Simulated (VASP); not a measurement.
**FeNi (Tetrataenite): elastic constants with PBEsol**

The system is FeNi (Tetrataenite).

```
CELL_PARAMETERS angstrom
2.53300 0.00000 0.00000
0.00000 2.53300 0.00000
0.00000 0.00000 3.58200
ATOMIC_POSITIONS crystal
Ni 0.50000 0.50000 0.50000
Fe 0.00000 0.00000 0.00000
```

| Quantity | Value |
| --- | --- |
| Program | VASP 6.6.1 |
| Task | elastic constants |
| Functional | PBEsol |
| Potentials or basis | VASP PAW PBE potentials, release 64 (Ni, Fe) |
| Cutoff | 600 eV |
| k mesh | 7 × 7 × 6 |
| Occupations | fermi-dirac, width 0.05 eV |
| Spin | collinear spin, ferromagnetic start |
| Starting moments | [1.0, 3.0] μB |
| Ions in elastic constants | relaxed |
| Further INCAR settings | ALGO = Fast; EDIFF = 1e-08; IBRION = 6; POTIM = 0.015; NSW = 1; ISIF = 3 |

```json
{"Relaxed volume": "10.70 Å³/atom", "Relaxed cell": "a = 2.458 Å, b = 2.458 Å, c = 3.544 Å, α = 90.00°, β = 90.00°, γ = 90.00°", "Space group after relaxing (to 0.05 Å)": "P4/mmm (No. 123)", "Net moment": "3.03 μB per cell", "Site moments": "Ni +0.57; Fe +2.44 μB", "Valence electrons inside the program's atomic spheres": "Ni 9.45; Fe 7.29", "Voigt bulk modulus": "208 GPa", "Highest phonon frequency at Γ, LO-TO splitting left out": "296 cm⁻¹"}
```

Step by step:
| step | energy change (eV) | largest force (eV/Å) | pressure (GPa) | volume (Å³) |
| --- | --- | --- | --- | --- |
| 1 | 0.0000 | 0.0000 | -12.53 | 22.98 |
| 2 | -0.0063 | 0.0000 | 15.58 | 20.12 |
| 3 | -0.0650 | 0.0000 | -0.02 | 21.44 |
| 4 | -0.0650 | 0.0000 | 0.27 | 21.41 |
| 5 | -0.0664 | 0.0000 | 0.23 | 21.40 |
| 6 | -0.0670 | 0.0000 | 0.21 | 21.38 |
| 7 | -0.0670 | 0.0000 | 0.22 | 21.38 |
| 8 | -0.0670 | 0.0000 | -0.28 | 21.44 |
| 9 | -0.0670 | 0.0000 | 0.02 | 21.40 |

Final structure:
```xyz
2
Lattice="2.4576 0.0000 0.0000 0.0000 2.4576 0.0000 0.0000 0.0000 3.5441" Properties=species:S:1:pos:R:3 pbc="T T T"
Ni    1.2288    1.2288    1.7720
Fe    0.0000    0.0000    0.0000
```

Phonon frequencies in cm⁻¹ (negative: imaginary):
```csv
q point,frequencies
"(0.000, 0.000, 0.000)",0 0 0 211 211 296
```

Elastic tensor in Voigt notation (GPa, in the Cartesian axes of the cell as first typed):
```
401  38 163   0   0   0
 38 401 163   0   0   0
163 163 344   0   0   0
  0   0   0 154   0   0
  0   0   0   0 154   0
  0   0   0   0   0  38
```

Clamped-ion elastic tensor (GPa):
```
401  38 163   0   0   0
 38 401 163   0   0   0
163 163 344   0   0   0
  0   0   0 154   0   0
  0   0   0   0 154   0
  0   0   0   0   0  38
```

It took 16 min on 1 thread of Intel(R) Xeon(R) Platinum 8259CL CPU @ 2.50GHz (Skylake/Cascade Lake) (shared host), peak memory 0.25 GiB.

Caveat: the PAW data sets were made with another functional, which shifts forces and pressure a little.
